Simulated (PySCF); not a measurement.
# Bi (Im-3m) in PySCF: notebook

Runs on Bi. Level: BLYP. Tasks: band structure.

Program: PySCF 2.14.0. These are calculated values, not measurements. Logs are shortened: lines on timing, memory, paths and dates and some standing lists are left out, and cuts for length are marked.

## (1) Starting point

It takes space group Im-3m (No. 229, cubic). Conventional cell: a = 3.963 Å, b = 3.963 Å, c = 3.963 Å, α = 90.00°, β = 90.00°, γ = 90.00°. Around Bi (site symmetry m-3m) lie 8 Bi at 3.43 Å.

This isn't the form of Bi at room conditions, which is rhombohedral.

## (2) Band structure, BLYP

Input file run.py:

```python
import json
import numpy as np
from pyscf.pbc import gto, scf, dft, df

cell = gto.Cell()
cell.a = '''
 -1.9814305318    1.9814305318    1.9814305318
  1.9814305318   -1.9814305318    1.9814305318
  1.9814305318    1.9814305318   -1.9814305318'''
cell.atom = '''
Bi   0.0000000000    0.0000000000    0.0000000000'''
cell.unit = 'A'
cell.basis = 'SZV-MOLOPT-SR-GTH-q5'
cell.pseudo = 'GTH-BLYP-q5'
cell.ke_cutoff = 50  # hartree
cell.exp_to_discard = 0.02
cell.precision = 1e-08
cell.space_group_symmetry = True
cell.symmorphic = False
cell.max_memory = 5040  # MB
cell.verbose = 4
cell.build()

res = {}
kpts = cell.make_kpts([6, 6, 6], space_group_symmetry=True, time_reversal_symmetry=True)
cell.space_group_symmetry = False  # the mesh holds the operations; no search on the supercells of the integral code
mf = dft.KRKS(cell, kpts, xc='blyp')
mf = mf.multigrid_numint()
mf = mf.smearing(sigma=0.00183747, method='fermi')  # hartree
mf.conv_tol = 1e-07
mf.max_cycle = 60

mf.kernel()
res.update(converged=bool(mf.converged), e_tot=mf.e_tot, nelec=cell.nelectron, nao=cell.nao, mesh=list(map(int, cell.mesh)), a=cell.lattice_vectors().tolist(), coords=cell.atom_coords().tolist(),
           mo_energy=[np.real(x).tolist() for x in mf.mo_energy], mo_occ=[np.real(x).tolist() for x in mf.mo_occ])
res.update(e_free=mf.e_free, e_zero=mf.e_zero)
res.update(kpts=kpts.kpts_scaled_ibz.tolist(), weights=kpts.weights_ibz.tolist())
res['parts'] = {k: float(np.real(v)) for k, v in mf.scf_summary.items() if np.isscalar(v)}
json.dump(res, open('results.json', 'w'))
if not mf.converged:
    raise SystemExit('SCF not converged')

print('levels (eV)')
for i, kp in enumerate(res['kpts'][:40]):
    print('k %7.4f %7.4f %7.4f  ' % tuple(kp), ' '.join('%.3f' % (x * 27.211386) for x in res['mo_energy'][i][:8]))

mf = mf.to_khf()  # unfold to the whole mesh
kpts = mf.kpts
# Mulliken populations
dm, s = np.asarray(mf.make_rdm1()), np.asarray(mf.get_ovlp())
sites = cell.aoslice_by_atom()[:, 2:]
tot = np.einsum('kij,kji->i', dm, s).real / len(kpts)
res['mulliken'] = [cell.atom_charge(i) - tot[a0:a1].sum() for i, (a0, a1) in enumerate(sites)]
print('Mulliken charges', np.round(res['mulliken'], 5))

scaled = np.array([[0.0, 0.0, 0.0], [0.0625, -0.0625, 0.0625], [0.125, -0.125, 0.125], [0.1875, -0.1875, 0.1875], [0.25, -0.25, 0.25], [0.3125, -0.3125, 0.3125], [0.375, -0.375, 0.375], [0.4375, -0.4375, 0.4375], [0.5, -0.5, 0.5], [0.4, -0.4, 0.5], [0.3, -0.3, 0.5], [0.2, -0.2, 0.5], [0.1, -0.1, 0.5], [0.0, 0.0, 0.5], [0.0, 0.0, 0.4], [0.0, 0.0, 0.3], [0.0, 0.0, 0.2], [0.0, 0.0, 0.1], [0.0, 0.0, 0.0], [0.03125, 0.03125, 0.03125], [0.0625, 0.0625, 0.0625], [0.09375, 0.09375, 0.09375], [0.125, 0.125, 0.125], [0.15625, 0.15625, 0.15625], [0.1875, 0.1875, 0.1875], [0.21875, 0.21875, 0.21875], [0.25, 0.25, 0.25], [0.28125, 0.15625, 0.28125], [0.3125, 0.0625, 0.3125], [0.34375, -0.03125, 0.34375], [0.375, -0.125, 0.375], [0.40625, -0.21875, 0.40625], [0.4375, -0.3125, 0.4375], [0.46875, -0.40625, 0.46875], [0.5, -0.5, 0.5], [0.25, 0.25, 0.25], [0.1875, 0.1875, 0.3125], [0.125, 0.125, 0.375], [0.0625, 0.0625, 0.4375], [0.0, 0.0, 0.5]])  # GHNGPH,PN
e_kn = mf.get_bands(cell.get_abs_kpts(scaled))[0]
res.update(band_k=np.asarray(scaled).tolist(), bands=np.asarray(e_kn).real.tolist())
for kp, e in zip(scaled, np.asarray(e_kn).real):
    print('k %7.4f %7.4f %7.4f  ' % tuple(kp), ' '.join('%8.3f' % (x * 27.211386) for x in e[:9]))
res['done'] = True
json.dump(res, open('results.json', 'w'))
```

Potentials or basis: SZV-MOLOPT-SR/GTH-BLYP (potentials made for BLYP).

Run with:

```console
$ OMP_NUM_THREADS=4 python -u run.py > log
```

The log of the run:

```text
pyscf/pbc/gto/cell.py:1403: UserWarning: Electron number 5 and spin 0 are not consistent in cell

  warnings.warn('Electron number %d and spin %d are not consistent '
Discarded 0 diffused primitive functions, 0 contracted functions

PySCF version 2.14.0

[INPUT] verbose = 4
[INPUT] num. atoms = 1
[INPUT] num. electrons = 5
[INPUT] charge = 0
[INPUT] spin (= nelec alpha-beta = 2S) = 0
[INPUT] symmetry False subgroup None
[INPUT] Mole.unit = A
[INPUT] Symbol           X                Y                Z      unit          X                Y                Z       unit  Magmom
[INPUT]  1 Bi     0.000000000000   0.000000000000   0.000000000000 AA    0.000000000000   0.000000000000   0.000000000000 Bohr   0.0

nuclear repulsion = -6.07452348123798
number of shells = 2
number of NR pGTOs = 20
number of NR cGTOs = 4
basis = SZV-MOLOPT-SR-GTH-q5
ecp = {}
lattice vectors  a1 [-3.744361040, 3.744361040, 3.744361040]
                 a2 [3.744361040, -3.744361040, 3.744361040]
                 a3 [3.744361040, 3.744361040, -3.744361040]
dimension = 3
low_dim_ft_type = None
Cell volume = 209.987
exp_to_discard = 0.02
rcut = 26.83666854568465 (nimgs = [6 6 6])
precision = 1e-08
pseudo = GTH-BLYP-q5
ke_cutoff = 50
    = [23 23 23] mesh (12167 PWs)
[Cell] Point group symbol:  m-3m
time reversal: False
k-points in IBZ                         weights
  0:  0.000000,  0.000000,  0.000000    1/216
  1:  0.500000,  0.500000, -0.000000    6/216
  2:  0.500000,  0.500000,  0.500000    1/216
  3:  0.666667,  0.333333,  0.000000    12/216
  4:  0.666667,  0.500000,  0.500000    12/216
  5:  0.666667,  0.666667,  0.333333    6/216
[... 8 lines left out ...]
 14:  0.833333,  0.833333,  0.666667    12/216
 15:  0.833333,  0.833333,  0.833333    8/216

******** <class 'pyscf.pbc.scf.smearing.SmearingKsymAdaptedKRKS'> ********
method = SmearingKsymAdaptedKRKS
initial guess = minao
damping factor = 0
level_shift factor = 0
DIIS = <class 'pyscf.scf.diis.CDIIS'>
diis_start_cycle = 1
diis_space = 8
diis_damp = 0
SCF conv_tol = 1e-07
SCF conv_tol_grad = None
SCF max_cycles = 60
direct_scf = True
direct_scf_tol = 1e-13

******** PBC SCF flags ********
N kpts (BZ) = 216
N kpts (IBZ) = 16
Exchange divergence treatment (exxdiv) = ewald
    madelung (= occupied orbital energy shift) = 0.08099364641650866
    Total energy shift due to Ewald probe charge = -1/2 * Nelec*madelung = -0.202484116041
DF object = <pyscf.pbc.df.fft.FFTDF object>
XC functionals = blyp
small_rho_cutoff = 0
Uniform grid, mesh = [23 23 23]
Set gradient conv threshold to 0.000316228
nelec by numeric integration = 5.0000000000000036
init E= -5.45006900675999
    sigma = 0.00183747  Optimized mu = 0.286330087716  entropy = 0.177164054421
nelec by numeric integration = 4.9999999999999725
    Total E(T) = -5.45238627055525  Free energy = -5.45271180419033  E0 = -5.45254903737279
cycle= 1 E= -5.45238627055525  delta_E= -0.00232  |g|= 0.00122  |ddm|= 7.06
    sigma = 0.00183747  Optimized mu = 0.285383044055  entropy = 0.17130294785
nelec by numeric integration = 4.999999999999973
    Total E(T) = -5.45239737952891  Free energy = -5.4527121435565  E0 = -5.45255476154271
cycle= 2 E= -5.45239737952891  delta_E= -1.11e-05  |g|= 5.78e-06  |ddm|= 0.0346
    sigma = 0.00183747  Optimized mu = 0.28538725454  entropy = 0.171286953221
nelec by numeric integration = 4.999999999999973
    Total E(T) = -5.45239740892503  Free energy = -5.45271214356296  E0 = -5.45255477624399
cycle= 3 E= -5.45239740892503  delta_E= -2.94e-08  |g|= 1.48e-08  |ddm|= 9.91e-05
    sigma = 0.00183747  Optimized mu = 0.285387258323  entropy = 0.171286788146
nelec by numeric integration = 4.999999999999975
    Total E(T) = -5.45239740922835  Free energy = -5.45271214356296  E0 = -5.45255477639565
Extra cycle  E= -5.45239740922835  delta_E= -3.03e-10  |g|= 7.07e-11  |ddm|= 9.74e-07
converged SCF energy = -5.45239740922835
levels (eV)
k  0.0000  0.0000  0.0000   -5.797 12.665 12.665 12.665
k  0.5000  0.5000 -0.0000   -2.793 2.592 9.297 11.716
k  0.5000  0.5000  0.5000   -0.728 5.882 5.882 5.882
k  0.6667  0.3333  0.0000   -3.967 5.014 9.965 11.958
k  0.6667  0.5000  0.5000   -1.436 4.706 6.516 7.217
k  0.6667  0.6667  0.3333   -2.346 5.926 7.164 7.164
[... 8 lines left out ...]
k  0.8333  0.8333  0.6667   -2.434 3.866 6.272 7.873
k  0.8333  0.8333  0.8333   -3.253 4.595 8.419 8.419
Mulliken charges [-0.]
nelec by numeric integration = 4.999999999999975
k  0.0000  0.0000  0.0000     -5.797   12.665   12.665   12.665
k  0.0625 -0.0625  0.0625     -5.665   11.855   12.319   12.319
k  0.1250 -0.1250  0.1250     -5.262   10.177   11.368   11.368
k  0.1875 -0.1875  0.1875     -4.596    8.485   10.058   10.058
k  0.2500 -0.2500  0.2500     -3.709    7.090    8.690    8.690
k  0.3125 -0.3125  0.3125     -2.690    6.131    7.498    7.498
[... 32 lines left out ...]
k  0.0625  0.0625  0.4375     -2.732    2.768    8.564   10.973
k  0.0000  0.0000  0.5000     -2.793    2.592    9.297   11.716
```

Wall time 6.1 s (4 threads of Arm Neoverse V1, shared host); peak memory 0.41 GiB.

The run converged, but some of its settings lie outside the range that counts as converged, so its numbers aren't taken as properties of the crystal.

What came out:

```
Free energy            : -148.3759 eV
Band gap on the k mesh : none (metal or under the smearing width)
```

Caveat: the k mesh is coarse (spacing up to 0.37 Å⁻¹), so the values aren't converged; a minimal basis gives rough gaps, charges and volumes; spin-orbit coupling is left out, which moves the levels of the heavy elements; the basis of atomic orbitals isn't converged, which shifts pressures, moduli and gaps.

## (3) Band structure, BLYP

Edit run.py of step 2 so:

```diff
@@ -12,3 +12,3 @@
 cell.unit = 'A'
-cell.basis = 'SZV-MOLOPT-SR-GTH-q5'
+cell.basis = 'DZVP-MOLOPT-SR-GTH-q5'
 cell.pseudo = 'GTH-BLYP-q5'
```

Potentials or basis: DZVP-MOLOPT-SR/GTH-BLYP (potentials made for BLYP).

Run with:

```console
$ OMP_NUM_THREADS=4 python -u run.py > log
```

The log of the run:

```text
pyscf/pbc/gto/cell.py:1403: UserWarning: Electron number 5 and spin 0 are not consistent in cell

  warnings.warn('Electron number %d and spin %d are not consistent '
Discarded 0 diffused primitive functions, 0 contracted functions

PySCF version 2.14.0

[INPUT] verbose = 4
[INPUT] num. atoms = 1
[INPUT] num. electrons = 5
[INPUT] charge = 0
[INPUT] spin (= nelec alpha-beta = 2S) = 0
[INPUT] symmetry False subgroup None
[INPUT] Mole.unit = A
[INPUT] Symbol           X                Y                Z      unit          X                Y                Z       unit  Magmom
[INPUT]  1 Bi     0.000000000000   0.000000000000   0.000000000000 AA    0.000000000000   0.000000000000   0.000000000000 Bohr   0.0

nuclear repulsion = -6.07452348123798
number of shells = 3
number of NR pGTOs = 45
number of NR cGTOs = 13
basis = DZVP-MOLOPT-SR-GTH-q5
ecp = {}
lattice vectors  a1 [-3.744361040, 3.744361040, 3.744361040]
                 a2 [3.744361040, -3.744361040, 3.744361040]
                 a3 [3.744361040, 3.744361040, -3.744361040]
dimension = 3
low_dim_ft_type = None
Cell volume = 209.987
exp_to_discard = 0.02
rcut = 29.954154198327636 (nimgs = [6 6 6])
[... 40 lines left out ...]
N kpts (BZ) = 216
N kpts (IBZ) = 16
Exchange divergence treatment (exxdiv) = ewald
    madelung (= occupied orbital energy shift) = 0.08099364641650866
    Total energy shift due to Ewald probe charge = -1/2 * Nelec*madelung = -0.202484116041
DF object = <pyscf.pbc.df.fft.FFTDF object>
XC functionals = blyp
small_rho_cutoff = 0
Uniform grid, mesh = [23 23 23]
Set gradient conv threshold to 0.000316228
nelec by numeric integration = 5.000000000000001
init E= -5.45006900673816
    sigma = 0.00183747  Optimized mu = 0.269525616101  entropy = 0.314162274572
nelec by numeric integration = 5.000000000000003
    Total E(T) = -5.47381138793797  Free energy = -5.47438865169263  E0 = -5.4741000198153
cycle= 1 E= -5.47381138793797  delta_E= -0.0237  |g|= 0.0311  |ddm|= 6.99
    sigma = 0.00183747  Optimized mu = 0.26448318004  entropy = 0.310627759952
nelec by numeric integration = 5.000000000000003
    Total E(T) = -5.47388056229586  Free energy = -5.47445133148593  E0 = -5.47416594689089
cycle= 2 E= -5.47388056229586  delta_E= -6.92e-05  |g|= 0.00213  |ddm|= 0.26
    sigma = 0.00183747  Optimized mu = 0.264772530591  entropy = 0.310832891713
nelec by numeric integration = 5.0000000000000036
    Total E(T) = -5.47388051836457  Free energy = -5.47445166447811  E0 = -5.47416609142134
cycle= 3 E= -5.47388051836457  delta_E= 4.39e-08  |g|= 1.28e-05  |ddm|= 0.0162
    sigma = 0.00183747  Optimized mu = 0.264771988898  entropy = 0.31082989526
nelec by numeric integration = 5.000000000000004
    Total E(T) = -5.47388052388095  Free energy = -5.47445166448859  E0 = -5.47416609418477
Extra cycle  E= -5.47388052388095  delta_E= -5.52e-09  |g|= 4.2e-07  |ddm|= 0.000154
converged SCF energy = -5.47388052388095
levels (eV)
k  0.0000  0.0000  0.0000   -5.976 12.422 12.422 12.422 19.410 19.410 19.410 22.602
k  0.5000  0.5000 -0.0000   -3.083 2.502 9.048 11.073 14.100 15.428 24.678 25.442
k  0.5000  0.5000  0.5000   -0.974 5.718 5.718 5.718 11.378 11.378 30.805 30.805
k  0.6667  0.3333  0.0000   -4.191 4.689 9.643 11.393 14.909 16.060 22.777 23.179
k  0.6667  0.5000  0.5000   -1.671 4.517 6.298 6.835 12.764 13.907 24.131 25.509
k  0.6667  0.6667  0.3333   -2.553 5.566 6.876 6.876 12.518 17.139 24.372 24.372
[... 8 lines left out ...]
k  0.8333  0.8333  0.6667   -2.671 3.714 5.889 7.173 20.815 20.852 26.392 26.677
k  0.8333  0.8333  0.8333   -3.471 4.406 7.656 7.656 19.962 19.962 23.749 24.893
Mulliken charges [0.]
nelec by numeric integration = 5.000000000000004
k  0.0000  0.0000  0.0000     -5.976   12.422   12.422   12.422   19.410   19.410   19.410   22.602   22.602
k  0.0625 -0.0625  0.0625     -5.880   11.427   11.972   11.972   19.570   19.570   19.587   20.104   21.184
k  0.1250 -0.1250  0.1250     -5.467    9.657   10.858   10.858   18.392   20.066   20.066   20.134   21.382
k  0.1875 -0.1875  0.1875     -4.795    7.993    9.519    9.519   15.911   20.891   20.891   21.104   22.062
k  0.2500 -0.2500  0.2500     -3.907    6.658    8.245    8.245   14.097   21.082   22.092   22.092   22.584
k  0.3125 -0.3125  0.3125     -2.893    5.755    7.175    7.175   12.838   18.278   23.725   23.725   24.657
[... 32 lines left out ...]
k  0.0625  0.0625  0.4375     -3.010    2.674    8.143   10.055   15.592   16.778   25.653   25.875   26.562
k  0.0000  0.0000  0.5000     -3.083    2.502    9.048   11.073   14.100   15.428   24.678   25.442   26.465
```

It took 14 s on 4 threads of Arm Neoverse V1, shared host; peak memory 0.64 GiB.

Results:

```yaml
Free_energy: -148.9674 eV
Band_gap_on_the_k_mesh: none (metal or under the smearing width)
```

Levels at the corners of the path, in eV from the Fermi level:
| point | band 1 | band 2 | band 3 | band 4 | band 5 | band 6 |
| --- | --- | --- | --- | --- | --- | --- |
| Γ | -13.18 | 5.22 | 5.22 | 5.22 | 12.21 | 12.21 |
| H | -8.18 | -1.49 | -1.49 | -1.49 | 4.17 | 4.17 |
| N | -10.29 | -4.70 | 1.84 | 3.87 | 6.90 | 8.22 |
| Γ | -13.18 | 5.22 | 5.22 | 5.22 | 12.21 | 12.21 |
| P | -9.71 | -2.02 | -2.02 | -2.02 | 16.49 | 16.49 |
| H | -8.18 | -1.49 | -1.49 | -1.49 | 4.17 | 4.17 |
| P | -9.71 | -2.02 | -2.02 | -2.02 | 16.49 | 16.49 |
| N | -10.29 | -4.70 | 1.84 | 3.87 | 6.90 | 8.22 |

Caveat: the k mesh is coarse (spacing up to 0.37 Å⁻¹), so the values aren't converged; spin-orbit coupling is left out, which moves the levels of the heavy elements; the basis of atomic orbitals isn't converged, which shifts pressures, moduli and gaps.

## (4) Band structure, BLYP

Edit run.py of step 3 so:

```diff
@@ -12,3 +12,3 @@
 cell.unit = 'A'
-cell.basis = 'DZVP-MOLOPT-SR-GTH-q5'
+cell.basis = 'TZVP-MOLOPT-SR-GTH-q5'
 cell.pseudo = 'GTH-BLYP-q5'
```

Potentials or basis: TZVP-MOLOPT-SR/GTH-BLYP (potentials made for BLYP).

Run with:

```console
$ OMP_NUM_THREADS=4 python -u run.py > log
```

Run time: 19 s. Hardware: 4 threads of Arm Neoverse V1, shared host; peak memory 0.8 GiB.

Results (log left out):

```
Free energy            : -149.0220 eV
Band gap on the k mesh : none (metal or under the smearing width)
```

Levels at the corners of the path, in eV from the Fermi level:
| point | band 1 | band 2 | band 3 | band 4 | band 5 |
| --- | --- | --- | --- | --- | --- |
| Γ | -13.26 | 5.21 | 5.21 | 5.21 | 10.27 |
| H | -8.22 | -1.50 | -1.50 | -1.50 | 4.27 |
| N | -10.32 | -4.71 | 1.87 | 4.03 | 6.83 |
| Γ | -13.26 | 5.21 | 5.21 | 5.21 | 10.27 |
| P | -9.76 | -2.02 | -2.02 | -2.02 | 15.73 |
| H | -8.22 | -1.50 | -1.50 | -1.50 | 4.27 |
| P | -9.76 | -2.02 | -2.02 | -2.02 | 15.73 |
| N | -10.32 | -4.71 | 1.87 | 4.03 | 6.83 |

Caveat: the k mesh is coarse (spacing up to 0.37 Å⁻¹), so the values aren't converged; spin-orbit coupling is left out, which moves the levels of the heavy elements; the basis of atomic orbitals isn't converged, which shifts pressures, moduli and gaps.

[end of part 1 of 2]
